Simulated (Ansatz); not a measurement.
A plane-wave DFT run in Ansatz 0.2.0 (scalar-relativistic PAW potentials unless the input names others): input and command.

```yaml
crystal:
  lattice:
    - [0.0, 2.5579141804, 2.5579141804]
    - [2.5579141804, 0.0, 2.5579141804]
    - [2.5579141804, 2.5579141804, 0.0]
  atoms:
    - { symbol: Hf, position: [0.0, 0.0, 0.0] }
    - { symbol: O, position: [0.25, 0.25, 0.25] }
    - { symbol: O, position: [0.75, 0.75, 0.75] }
basis:
  ecutwfc: "29.4 Ry"
kpoints:
  mp_grid: { grid: [8, 8, 8] }
hamiltonian:
  xc: pbe
scf:
  occupations: { method: gaussian, width: 0.02 }
output:
  forces: true
  eigenvalues: true
  stress: true
relax:
  adjacent_minimum: "off"
  f_tol: 0.01
  max_steps: 60
  cell: { stress_tol: 0.1 }
```

```bash
ansatz run input.yaml --threads 1 --pin off --max-ram 2560MiB --backend cpu --events-out ev --progress --plain --runs-dir out
```

Abridged log:
```
Warning: basis.ecutwfc = 400.00737781 eV is below the records' recommended 420 eV, and the density's cutoff is lower with it unless basis.ecutrho_ratio is high enough to keep the records' density cutoff: compare with a run at a higher cutoff
Basis set: ecut = 400.00737781 eV, 609 PW (Γ), exchange–correlation on 48×48×48 points (8 copies of the dense FFT grid, shifted against one another)
Bands: 23, of which v1, the nominal top of the filled ones, is band 19 counted from 1 (18 counted from 0)
Symmetry: 48 space group operations
k-points: 29 of 512
SCF iter   1: F=—  HF=-16861.386335 eV  |F-HF|=—  |Δ(HF+E_count)|=         —  Δρ=2.31e-3  dr2=1.26e-3  ethr=1.77e-3  ⟨swp⟩=5.0  Hψ=2463  notcnv=0
SCF iter   2: F=—  HF=-16861.387480 eV  |F-HF|=—  |Δ(HF+E_count)|=   1.15e-3  Δρ=1.75e-3  dr2=6.36e-4  ethr=3.32e-6  ⟨swp⟩=2.1  Hψ=1503  notcnv=0
SCF iter   3: F=—  HF=-16861.387452 eV  |F-HF|=—  |Δ(HF+E_count)|=   2.84e-5  Δρ=7.18e-4  dr2=6.08e-5  ethr=1.67e-6  ⟨swp⟩=2.0  Hψ=1077  notcnv=0
SCF iter   4: F=—  HF=-16861.387546 eV  |F-HF|=—  |Δ(HF+E_count)|=   9.40e-5  Δρ=1.16e-4  dr2=2.49e-6  ethr=1.60e-7  ⟨swp⟩=2.0  Hψ=1211  notcnv=0
SCF iter   5: F=—  HF=-16861.387549 eV  |F-HF|=—  |Δ(HF+E_count)|=   2.95e-6  Δρ=4.00e-5  dr2=2.53e-7  ethr=6.56e-9  ⟨swp⟩=2.0  Hψ=1100  notcnv=0
SCF iter   6: F=-16861.387549 eV  HF=-16861.387549 eV  |F-HF|=6.22e-8  |Δ(HF+E_count)|=   7.29e-8  Δρ=1.23e-5  dr2=4.08e-8  ethr=2.63e-10  ⟨swp⟩=5.7  Hψ=3097  notcnv=0
SCF 1 converged in 6 iterations: F = -16861.387549 eV  dr2 = 4.08e-8
relax step   1: F+E_penalty+E_count = -16861.38754875 eV  Δ(F+E_penalty+E_count) = +0.000e0 eV  max|allowed force component| = 1.349e-18 eV/Å  Δτ_max = 0.0000 Å  P = -2.556 GPa  Ω = 33.472 Å³  (6 SCF iters, dr2 threshold 1.00e-7 eV, accepted)
Crystal: 3 atoms, lattice volume = 33.049 Å³
Initial density: handed on by an earlier stage of this run
Initial wavefunctions: those handed on with the density
SCF iter   1: F=—  HF=-16861.395169 eV  |F-HF|=—  |Δ(HF+E_count)|=         —  Δρ=1.73e-3  dr2=8.40e-4  ethr=2.74e-6  ⟨swp⟩=2.0  Hψ=3511  notcnv=0
SCF iter   2: F=—  HF=-16861.394966 eV  |F-HF|=—  |Δ(HF+E_count)|=   2.03e-4  Δρ=6.69e-4  dr2=1.42e-4  ethr=2.21e-6  ⟨swp⟩=2.0  Hψ=1139  notcnv=0
   ...
SCF iter   3: F=—  HF=-16861.390617 eV  |F-HF|=—  |Δ(HF+E_count)|=   1.05e-7  Δρ=2.18e-5  dr2=1.31e-7  ethr=1.46e-9  ⟨swp⟩=2.0  Hψ=1053  notcnv=0
SCF iter   4: F=-16861.390617 eV  HF=-16861.390617 eV  |F-HF|=3.26e-9  |Δ(HF+E_count)|=   1.64e-8  Δρ=4.51e-6  dr2=7.01e-9  ethr=2.13e-10  ⟨swp⟩=4.2  Hψ=2333  notcnv=0
SCF 5 converged in 4 iterations: F = -16861.390617 eV  dr2 = 7.01e-9
relax step   5: F+E_penalty+E_count = -16861.39061700 eV  Δ(F+E_penalty+E_count) = -2.721e-4 eV  max|allowed force component| = 2.197e-17 eV/Å  Δτ_max = 0.0000 Å  P = -0.006 GPa  Ω = 33.118 Å³  energy of the carried Pulay correction = +2.589e-4 eV  (4 SCF iters, dr2 threshold 8.09e-8 eV, accepted)
SCF iter   1: F=—  HF=-16861.389977 eV  |F-HF|=—  |Δ(HF+E_count)|=         —  Δρ=2.86e-5  dr2=4.71e-8  ethr=3.11e-8  ⟨swp⟩=3.2  Hψ=4538  notcnv=0
SCF iter   2: F=—  HF=-16861.389888 eV  |F-HF|=—  |Δ(HF+E_count)|=   8.85e-5  Δρ=1.45e-5  dr2=1.14e-8  ethr=1.24e-10  ⟨swp⟩=2.7  Hψ=1300  notcnv=0
SCF iter   3: F=—  HF=-16861.389888 eV  |F-HF|=—  |Δ(HF+E_count)|=   1.18e-8  Δρ=6.37e-6  dr2=2.21e-9  ethr=3.01e-11  ⟨swp⟩=2.0  Hψ=1171  notcnv=0
SCF iter   4: F=—  HF=-16861.389888 eV  |F-HF|=—  |Δ(HF+E_count)|=   3.88e-9  Δρ=1.00e-6  dr2=2.60e-10  ethr=5.82e-12  ⟨swp⟩=2.0  Hψ=1190  notcnv=0
SCF iter   5: F=—  HF=-16861.389888 eV  |F-HF|=—  |Δ(HF+E_count)|=  1.82e-11  Δρ=8.42e-7  dr2=1.93e-10  ethr=1.00e-12  ⟨swp⟩=4.9  Hψ=2568  notcnv=0
SCF iter   6: F=-16861.389888 eV  HF=-16861.389888 eV  |F-HF|=7.28e-12  |Δ(HF+E_count)|=  4.73e-11  Δρ=1.59e-7  dr2=6.00e-12  ethr=1.00e-12  ⟨swp⟩=3.0  Hψ=2361  notcnv=0
SCF 6 converged in 6 iterations: F = -16861.389888 eV  dr2 = 6.00e-12
SCF converged after 6 iterations
Free energy (F): -16861.389888 eV
Harris-Foulkes:  -16861.389888 eV  (|F-HF|=7.28e-12)
Internal energy: -16861.389888 eV  (E = F + TS)
E sigma→0 (E₀):  -16861.389888 eV
Fermi energy:    17.602150 eV
--- Forces (eV/Å), atoms counted from 1 ---
  atom   1  Hf     0.00000000     0.00000000     0.00000000
  atom   2  O      0.00000000     0.00000000     0.00000000
  atom   3  O      0.00000000     0.00000000     0.00000000
--- Stress (GPa, compression-positive) ---
       -0.010687       0.000000       0.000000
        0.000000      -0.010687       0.000000
        0.000000       0.000000      -0.010687
  P = ⅓ Tr σ = -0.0107 GPa (-0.107 kbar)
--- Relaxed structure (4 steps of the walk, 4 accepted, 2 SCFs on fresh bases) ---
  F+E_penalty+E_count = -16861.38988847 eV   max|allowed force component| = 1.966e-17 eV/Å   (the final SCF, on the basis selected at the relaxed cell)
  cell:  # Å, volume = 33.1179 Å³
    - [0.0, 2.54884881, 2.54884881]
    - [2.54884881, 0.0, 2.54884881]
    - [2.54884881, 2.54884881, 0.0]
  atoms:
    - { symbol: Hf, position: [0.0, 0.0, 0.0] }
    - { symbol: O, position: [0.25, 0.25, 0.25] }
    - { symbol: O, position: [0.75, 0.75, 0.75] }
```

Apart from outputs and empty bands, the input differs from a reference run on usual settings in basis.ecutwfc: 420 → "29.4 Ry". The reference, at the same start, ended its own course with a relaxed volume of 11.04 Å³/atom, pressure -0.10 GPa, largest force 0.000 eV/Å, gap on the mesh 3.74 eV. This run converged in 31 SCF iterations over all its steps (reference: 21) with an energy at zero smearing 6.83 meV/atom above the reference's, a relaxed volume of 11.04 Å³/atom, pressure -0.01 GPa, largest force 0.000 eV/Å, gap on the mesh 3.74 eV. Its cutoff is looser than usual, and the result moved.

Time: 4.3 s on 1 thread of Intel(R) Xeon(R) 6975P-C (Granite Rapids) (shared host), peak memory 0.35 GiB.